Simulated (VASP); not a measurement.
# GaP (F-43m) in VASP: a series of runs, part 2 of 2

VASP 6.6.1. The steps go on from the part before.

### 3 Relaxation of cell and atoms, PBEsol

This run uses another cell than the first one, of 20.09 Å³/atom, 0.992 times its volume.

INCAR reads:

```
  ALGO = Normal
  EDIFF = 1E-7
  EDIFFG = -0.005
  ENCUT = 600
  GGA = PS
  IBRION = 2
  ISIF = 3
  ISMEAR = 0
  LASPH = True
  LCHARG = False
  LREAL = False
  LWAVE = False
  NELM = 80
  NSW = 90
  PREC = Accurate
  SIGMA = 0.03
```

KPOINTS reads:

```
k-points
0
Gamma
  8 8 8
```

POSCAR reads:

```
GaP                                     
1.0
    0.0000000000      2.7184163017      2.7184163017
    2.7184163017     -0.0000000000      2.7184163017
    2.7184163017      2.7184163017      0.0000000000
  Ga              P             
     1     1
Direct
     0.0000000000000000    0.0000000000000000    0.0000000000000000
     0.2500000000000000    0.2500000000000000    0.2500000000000000
```

Potentials or basis: VASP PAW PBE potentials, release 64 (Ga_d, P).

Run with:

```bash
$ cat potpaw_PBE.64/Ga_d/POTCAR potpaw_PBE.64/P/POTCAR > POTCAR
$ mpirun -np 1 vasp_std > vasp.out
```

OUTCAR:

```text
EDIFF = 1E-7
   EDIFFG = -0.005
   ENCUT = 600
   GGA = PS
   IBRION = 2
   ISIF = 3
   ISMEAR = 0
   LASPH = True
   LREAL = False
   NELM = 80
   NSW = 90
   PREC = Accurate

 ion  position               nearest neighbor table
   1  0.000  0.000  0.000-   2 2.35   2 2.35   2 2.35   2 2.35
   2  0.250  0.250  0.250-   1 2.35   1 2.35   1 2.35   1 2.35

  LATTYP: Found a face centered cubic cell.
 ALAT       =     5.4368326034

  Lattice vectors:

 A1 = (   0.0000000000,   2.7184163017,   2.7184163017)
[... 573 lines left out ...]

  FORCE on cell =-STRESS in cart. coord.  units (eV):
  Direction    XX          YY          ZZ          XY          YZ          ZX
  --------------------------------------------------------------------------------------
  -------------------------------------------------------------------------------------
  Total        0.0008287      0.0008287      0.0008287     -0.0000000      0.0000000      0.0000000
  in kB        0.0330452      0.0330452      0.0330452     -0.0000000      0.0000000      0.0000000
  external PRESSURE =       0.0330452 kB  Pullay stress =       0.0000000 kB

 VOLUME and BASIS-vectors are now :
 -----------------------------------------------------------------------------
  energy-cutoff  :      600.00
  volume of cell :       40.18
      direct lattice vectors                 reciprocal lattice vectors
     0.000000000  2.718416302  2.718416302    -0.183930622  0.183930622  0.183930622
     2.718416302  0.000000000  2.718416302     0.183930622 -0.183930622  0.183930622
     2.718416302  2.718416302  0.000000000     0.183930622  0.183930622 -0.183930622

 POSITION                                       TOTAL-FORCE (eV/Angst)
 -----------------------------------------------------------------------------------
      0.00000      0.00000      0.00000        -0.000000     -0.000000     -0.000000
      1.35921      1.35921      1.35921         0.000000      0.000000      0.000000
 -----------------------------------------------------------------------------------
    total drift:                                0.000001      0.000001      0.000001

  FREE ENERGIE OF THE ION-ELECTRON SYSTEM (eV)
  ---------------------------------------------------
  free  energy   TOTEN  =        -9.9211065095 eV

  energy  without entropy=       -9.9211065095  energy(sigma->0) =       -9.92110651

 reached required accuracy - stopping structural energy minimisation
```

OSZICAR:

```text
N       E                     dE             d eps       ncg     rms          rms(c)
DAV:   1     0.836879830707E+02    0.83688E+02   -0.10108E+04   762   0.215E+03
DAV:   2    -0.388252218000E+01   -0.87571E+02   -0.84279E+02   854   0.354E+02
DAV:   3    -0.100925844079E+02   -0.62101E+01   -0.61155E+01   954   0.779E+01
DAV:   4    -0.102065921335E+02   -0.11401E+00   -0.11394E+00   889   0.113E+01
DAV:   5    -0.102090359086E+02   -0.24438E-02   -0.24437E-02   957   0.142E+00    0.415E+00
DAV:   6    -0.996242637207E+01    0.24661E+00   -0.43738E-01  1185   0.142E+01    0.263E+00
DAV:   7    -0.992371491685E+01    0.38711E-01   -0.99516E-02  1006   0.274E+00    0.985E-01
DAV:   8    -0.992091444302E+01    0.28005E-02   -0.13214E-02   922   0.166E+00    0.162E-01
DAV:   9    -0.992105800865E+01   -0.14357E-03   -0.11024E-03  1083   0.569E-01    0.636E-02
DAV:  10    -0.992107997336E+01   -0.21965E-04   -0.65624E-05   973   0.871E-02    0.258E-02
DAV:  11    -0.992110648408E+01   -0.26511E-04   -0.28350E-05   839   0.638E-02    0.420E-03
DAV:  12    -0.992110642809E+01    0.55988E-07   -0.16066E-06  1021   0.189E-02    0.353E-03
DAV:  13    -0.992110653586E+01   -0.10777E-06   -0.27122E-07   813   0.480E-03    0.111E-03
DAV:  14    -0.992110650949E+01    0.26370E-07   -0.11600E-08   467   0.153E-03
   1 F= -.99211065E+01 E0= -.99211065E+01  d E =-.992111E+01
```

CONTCAR:

```text
GaP
   1.00000000000000
     0.0000000000000000    2.7184163017000000    2.7184163017000000
     2.7184163017000000    0.0000000000000000    2.7184163017000000
     2.7184163017000000    2.7184163017000000    0.0000000000000000
  Ga              P
     1     1
Direct
     0.0000000000000000    0.0000000000000000    0.0000000000000000
     0.2500000000000000    0.2500000000000000    0.2500000000000000

  0.00000000E+00  0.00000000E+00  0.00000000E+00
  0.00000000E+00  0.00000000E+00  0.00000000E+00
```

Run time: 18 s. Hardware: 1 thread of AMD EPYC 7R13 (Zen 3), shared host; peak memory 0.15 GiB.

What came out:

```yaml
Free_energy: -9.9211 eV
Pressure_after_relaxing: 0.0 GPa
Band_gap_on_the_k_mesh: 1.50 eV, indirect (least direct gap 1.81 eV)
```

Final structure:
```
CELL_PARAMETERS angstrom
0.00000 2.71842 2.71842
2.71842 0.00000 2.71842
2.71842 2.71842 0.00000
ATOMIC_POSITIONS crystal
Ga 0.00000 0.00000 0.00000
P 0.25000 0.25000 0.25000
```

Caveat: the relaxation stopped at its first step, so nothing moved; the PAW data sets were made with another functional, which shifts forces and pressure a little. A hybrid or GW would open this gap; PBEsol tends to underestimate it.

### 4 Relaxation of cell and atoms, PBEsol

INCAR reads:

```
SYSTEM = GaP
PREC = Accurate ; ENCUT = 600
EDIFF = 1E-6 ; ISMEAR = 0
SIGMA = 0.03 ; LREAL = .False.
LASPH = .True. ; NELM = 80
ALGO = Normal ; ISIF = 3
LWAVE = .False. ; LCHARG = .False.
GGA = PS ; IBRION = 2
NSW = 90 ; EDIFFG = -0.01
KPAR = 2
```

KPOINTS reads:

```
Automatic mesh
0
Gamma
  10 10 10
  0 0 0
```

POSCAR reads:

```
GaP
1.0
    0.0000000000      2.7252500000      2.7252500000
    2.7252500000      0.0000000000      2.7252500000
    2.7252500000      2.7252500000      0.0000000000
Ga P
1 1
Direct
    0.0000000000      0.0000000000      0.0000000000
    0.2500000000      0.2500000000      0.2500000000
```

Potentials or basis: VASP PAW PBE potentials, release 64 (Ga_d, P).

Run with:

```bash
$ cat potpaw_PBE.64/Ga_d/POTCAR potpaw_PBE.64/P/POTCAR > POTCAR
$ mpirun -np 2 vasp_std > vasp.out
```

OUTCAR:

```text
SYSTEM = GaP
   PREC = Accurate
   ENCUT = 600
   EDIFF = 1E-6
   ISMEAR = 0
   LREAL = .False.
   LASPH = .True.
   NELM = 80
   ISIF = 3
   GGA = PS
   IBRION = 2
   NSW = 90
   EDIFFG = -0.01

 ion  position               nearest neighbor table
   1  0.000  0.000  0.000-   2 2.36   2 2.36   2 2.36   2 2.36
   2  0.250  0.250  0.250-   1 2.36   1 2.36   1 2.36   1 2.36

  LATTYP: Found a face centered cubic cell.
 ALAT       =     5.4505000000

  Lattice vectors:

 A1 = (   0.0000000000,   2.7252500000,   2.7252500000)
 A2 = (   2.7252500000,   0.0000000000,   2.7252500000)
 A3 = (   2.7252500000,   2.7252500000,   0.0000000000)

Analysis of symmetry for initial positions (statically):
=====================================================================
 Subroutine PRICEL returns:
 Original cell was already a primitive cell.

 Routine SETGRP: Setting up the symmetry group for a
 face centered cubic supercell.

 Subroutine GETGRP returns: Found 24 space group operations
 (whereof 24 operations were pure point group operations)
 out of a pool of 48 trial point group operations.

The static configuration has the point symmetry T_d .

Analysis of symmetry for dynamics (positions and initial velocities):
=====================================================================
 Subroutine PRICEL returns:
 Original cell was already a primitive cell.

[... 232 lines left out ...]
  ---------------------------------------------------
  ext. energy  EPLUGINS =         0.00000000
  ---------------------------------------------------
  free energy    TOTEN  =        -9.92336996 eV

  energy without entropy =       -9.92336996  energy(sigma->0) =       -9.92336996

 E-fermi :   4.8379     XC(G=0): -10.0557

 val. band max:        4.6441967618   @ k =   0.0000   0.0000   0.0000
 cond. band min:       6.1143015488   @ k =   0.4000   0.4000   0.0000
 fundamental gap:      1.4701047870
 Fermi energy:         4.8378530529

 k-point     1 :       0.0000    0.0000    0.0000
  band No.  band energies     occupation
      1      -9.9087      2.00000
      2      -9.9087      2.00000
      3      -9.9087      2.00000
      4      -9.8056      2.00000
      5      -9.8056      2.00000
      6      -7.9365      2.00000
      7       4.6442      2.00000
      8       4.6442      2.00000
      9       4.6442      2.00000
     10       6.4568      0.00000
     11       8.4699      0.00000
     12       8.4699      0.00000
     13       8.4699      0.00000
[... 354 lines left out ...]
  band No.  band energies     occupation
      1     -10.0081      2.00000
      2      -9.8593      2.00000
      3      -9.8571      2.00000
      4      -9.8316      2.00000
      5      -9.7886      2.00000
      6      -5.9209      2.00000
      7      -0.7927      2.00000
      8       1.9884      2.00000
      9       2.3485      2.00000
     10       6.5649      0.00000
     11       7.6655      0.00000
     12      12.2236      0.00000
     13      12.7193      0.00000

 [... further k-points ...]

------------------------ aborting loop because EDIFF is reached ----------------------------------------

  FORCE on cell =-STRESS in cart. coord.  units (eV):
  Direction    XX          YY          ZZ          XY          YZ          ZX
  --------------------------------------------------------------------------------------
  -------------------------------------------------------------------------------------
  Total       -0.0083317     -0.0083317     -0.0083317      0.0000000      0.0000000     -0.0000000
  in kB       -0.3322429     -0.3322429     -0.3322429      0.0000000      0.0000000     -0.0000000
  external PRESSURE =      -0.3322429 kB  Pullay stress =       0.0000000 kB
[... 17 lines left out ...]
  FREE ENERGIE OF THE ION-ELECTRON SYSTEM (eV)
  ---------------------------------------------------
  free  energy   TOTEN  =        -9.9233699593 eV

  energy  without entropy=       -9.9233699593  energy(sigma->0) =       -9.92336996

 reached required accuracy - stopping structural energy minimisation
```

OSZICAR:

```text
N       E                     dE             d eps       ncg     rms          rms(c)
DAV:   1     0.871731762866E+02    0.87173E+02   -0.10075E+04  1227   0.216E+03
DAV:   2    -0.309942422077E+01   -0.90273E+02   -0.86799E+02  1290   0.363E+02
DAV:   3    -0.100761071651E+02   -0.69767E+01   -0.69408E+01  1582   0.812E+01
[... 20 lines left out ...]
DAV:   2    -0.992395628801E+01    0.21037E-02   -0.38077E-03  1567   0.157E+00    0.139E-01
DAV:   3    -0.992342762200E+01    0.52867E-03   -0.64989E-04  1637   0.564E-01    0.318E-02
DAV:   4    -0.992337962457E+01    0.47997E-04   -0.61804E-05  1449   0.125E-01    0.133E-02
DAV:   5    -0.992337026976E+01    0.93548E-05   -0.47023E-06  1325   0.330E-02    0.404E-03
DAV:   6    -0.992336995928E+01    0.31049E-06   -0.34775E-07   641   0.999E-03
   3 F= -.99233700E+01 E0= -.99233700E+01  d E =-.597911E-03
```

CONTCAR:

```text
GaP
   1.00000000000000
     0.0000000000000000    2.7184346443355438    2.7184346443355438
     2.7184346443355438    0.0000000000000000    2.7184346443355438
     2.7184346443355438    2.7184346443355438   -0.0000000000000000
  Ga              P
     1     1
Direct
     0.0000000000000000    0.0000000000000000    0.0000000000000000
     0.2500000000000000    0.2500000000000000    0.2500000000000000

  0.00000000E+00  0.00000000E+00  0.00000000E+00
  0.00000000E+00  0.00000000E+00  0.00000000E+00
```

Wall time 14 s (2 MPI ranks of Intel Xeon 6975P-C (Granite Rapids), shared host); peak memory 0.19 GiB.

What came out:

| Quantity | Value |
| --- | --- |
| Free energy | -9.9234 eV |
| Relaxed volume | 20.09 Å³/atom |
| Relaxed cell | a = 3.844 Å, b = 3.844 Å, c = 3.844 Å, α = 60.00°, β = 60.00°, γ = 60.00° |
| Space group after relaxing (to 0.05 Å) | F-43m (No. 216) |
| Energy gained by relaxing | 0.3 meV/atom |
| Ionic steps | 3 |
| Pressure after relaxing | 0.0 GPa |
| Band gap on the k mesh | 1.47 eV, indirect (least direct gap 1.81 eV) |

Step by step:
| step | energy change (eV) | largest force (eV/Å) | pressure (GPa) | volume (Å³) |
| --- | --- | --- | --- | --- |
| 1 | 0.0000 | 0.0000 | -0.64 | 40.48 |
| 2 | -0.0004 | 0.0000 | 0.43 | 40.01 |
| 3 | -0.0006 | 0.0000 | -0.03 | 40.18 |

Final structure:
```xyz
2
Lattice="0.0000 2.7184 2.7184 2.7184 0.0000 2.7184 2.7184 2.7184 0.0000" Properties=species:S:1:pos:R:3 pbc="T T T"
Ga    0.0000    0.0000    0.0000
P     1.3592    1.3592    1.3592
```

Caveat: the PAW data sets were made with another functional, which shifts forces and pressure a little. As with any semilocal functional, this PBEsol gap is likely too small.

### 5 Relaxation of cell and atoms, PBEsol

This run uses another cell than the first one, of 20.09 Å³/atom, 0.993 times its volume.

INCAR reads:

```
SYSTEM = GaP
PREC = Accurate ; ENCUT = 600
EDIFF = 1E-7 ; ISMEAR = 0
SIGMA = 0.03 ; LREAL = .False.
LASPH = .True. ; NELM = 80
ALGO = Normal ; ISIF = 3
LWAVE = .False. ; LCHARG = .False.
GGA = PS ; IBRION = 2
NSW = 90 ; EDIFFG = -0.005
KPAR = 2
```

KPOINTS is that of step 4.

POSCAR reads:

```
GaP                                     
1.0
    0.0000000000      2.7184346443      2.7184346443
    2.7184346443      0.0000000000      2.7184346443
    2.7184346443      2.7184346443     -0.0000000000
  Ga              P             
     1     1
Direct
     0.0000000000000000    0.0000000000000000    0.0000000000000000
     0.2500000000000000    0.2500000000000000    0.2500000000000000
```

Run with:

```bash
$ cat potpaw_PBE.64/Ga_d/POTCAR potpaw_PBE.64/P/POTCAR > POTCAR
$ mpirun -np 2 vasp_std > vasp.out
```

Run time: 7.5 s. Hardware: 2 MPI ranks of Intel Xeon 6975P-C (Granite Rapids), shared host; peak memory 0.18 GiB.

The run converged. Its results:

```
Free energy             : -9.9233 eV
Pressure after relaxing : 0.0 GPa
Band gap on the k mesh  : 1.47 eV, indirect (least direct gap 1.81 eV)
```

Final structure:
```xyz
2
Lattice="0.0000 2.7184 2.7184 2.7184 0.0000 2.7184 2.7184 2.7184 0.0000" Properties=species:S:1:pos:R:3 pbc="T T T"
Ga    0.0000    0.0000    0.0000
P     1.3592    1.3592    1.3592
```

Levels at points of the mesh, in eV from the valence-band top:
| k point | band 6 | band 7 | band 8 | band 9 | band 10 | band 11 | band 12 | band 13 |
| --- | --- | --- | --- | --- | --- | --- | --- | --- |
| (0.00, 0.00, 0.00) | -12.58 | 0.00 | 0.00 | 0.00 | 1.81 | 3.83 | 3.83 | 3.83 |
| (0.50, 0.00, 0.00) | -10.47 | -6.74 | -1.14 | -1.14 | 1.61 | 4.65 | 4.65 | 8.10 |
| (0.50, 0.50, 0.00) | -9.54 | -6.84 | -2.74 | -2.74 | 1.50 | 1.71 | 10.61 | 10.61 |

Caveat: the relaxation stopped at its first step, so nothing moved; the PAW data sets were made with another functional, which shifts forces and pressure a little.
